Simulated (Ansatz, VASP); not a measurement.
# One calculation of PtSe2, two programs

Contents of POSCAR:

```
PtSe2
1.0
    0.0000000000      3.1308957811      3.1308957811
    3.1308957811      0.0000000000      3.1308957811
    3.1308957811      3.1308957811      0.0000000000
Pt Se
1 2
Direct
    0.0000000000      0.0000000000      0.0000000000
    0.2500000000      0.2500000000      0.2500000000
    0.7500000000      0.7500000000      0.7500000000
```

The input INCAR.step1:

```
SYSTEM = PtSe2
PREC = Accurate
ENCUT = 520
EDIFF = 1E-5
ISMEAR = -1
SIGMA = 0.05
LREAL = .False.
LASPH = .True.
NELM = 100
ALGO = Normal
ISIF = 2
LWAVE = .True.
LCHARG = .False.
GGA = PE
NBANDS = 18
```

INCAR.step2

```
SYSTEM = PtSe2
PREC = Accurate
ENCUT = 520
EDIFF = 1E-6
ISMEAR = -1
SIGMA = 0.05
LREAL = .False.
LASPH = .True.
NELM = 100
ALGO = Normal
ISIF = 2
LWAVE = .False.
LCHARG = .False.
GGA = PE
LHFCALC = .True.
HFSCREEN = 0.2079
PRECFOCK = Normal
ISTART = 1
NBANDS = 18
```

File KPOINTS:

```
Automatic mesh
0
Gamma
  4 4 4
  0 0 0
```

Input for Ansatz:

```yaml
crystal:
  lattice:
    - [0.0, 3.1308957811, 3.1308957811]
    - [3.1308957811, 0.0, 3.1308957811]
    - [3.1308957811, 3.1308957811, 0.0]
  atoms:
    - { symbol: Pt, position: [0.0, 0.0, 0.0] }
    - { symbol: Se, position: [0.25, 0.25, 0.25] }
    - { symbol: Se, position: [0.75, 0.75, 0.75] }
kpoints:
  mp_grid: { grid: [4, 4, 4] }
hamiltonian:
  xc: hse06
scf:
  occupations: { method: fermi_dirac, width: 0.05 }
  n_extra_bands: 4
output:
  forces: true
  stress: true
  eigenvalues: true
```

Alike in both runs: task single point; functional HSE06; k mesh 4 × 4 × 4; occupations fermi-dirac, width 0.05 eV; no spin polarisation.

|  | VASP | Ansatz |
| --- | --- | --- |
| version | VASP 6.6.1 | Ansatz 0.2.0 |
| potentials or method | VASP PAW PBE potentials, release 64 (Pt, Se) | plane waves |
| plane-wave cutoff (eV) | 520 | 420 |
| valence electrons in the cell | 22 | 50 |

Ansatz gave:

```
pressure (GPa) : -2.2
```

Which values does VASP return?

Pressure (GPa): -2.5.

The two sets of potentials don't hold the same shells in valence. Ansatz warned: «filled_band_counts_differ_across_k_points».

Caveats: the k mesh is coarse (spacing up to 0.43 Å⁻¹), so the values aren't converged, least of all with exact exchange; the PAW data sets were made with another functional, which shifts forces and pressure a little (VASP). The runs have no spin-orbit coupling, so splittings on Pt are missing.
